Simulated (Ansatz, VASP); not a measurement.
**Al in VASP and in Ansatz**

```
CELL_PARAMETERS angstrom
2.55925 0.00000 0.00000
0.00000 2.55925 0.00000
0.00000 0.00000 2.55925
ATOMIC_POSITIONS crystal
Al 0.00000 0.00000 0.00000
```

Change from the starting cell: volume scaled by 0.85, LAPW.

Alike in both runs: task single point; functional PBEsol; k mesh 16 × 16 × 16; occupations fermi-dirac, width 0.08 eV; no spin polarisation.

|  | VASP | Ansatz |
| --- | --- | --- |
| version | VASP 6.6.1 | Ansatz 0.2.0 |
| potentials or method | VASP PAW PBE potentials, release 64 (Al), cutoff 520 eV | all-electron LAPW, scalar-relativistic |

|  | VASP | Ansatz | Ansatz less VASP |
| --- | --- | --- | --- |
| pressure (GPa) | 14.1 | 13.8 | -0.25 |

Ansatz ran all-electron here, so the differences hold the error of VASP's frozen core and of both bases.

Caveats: the PAW data sets were made with another functional, which shifts forces and pressure a little (VASP).
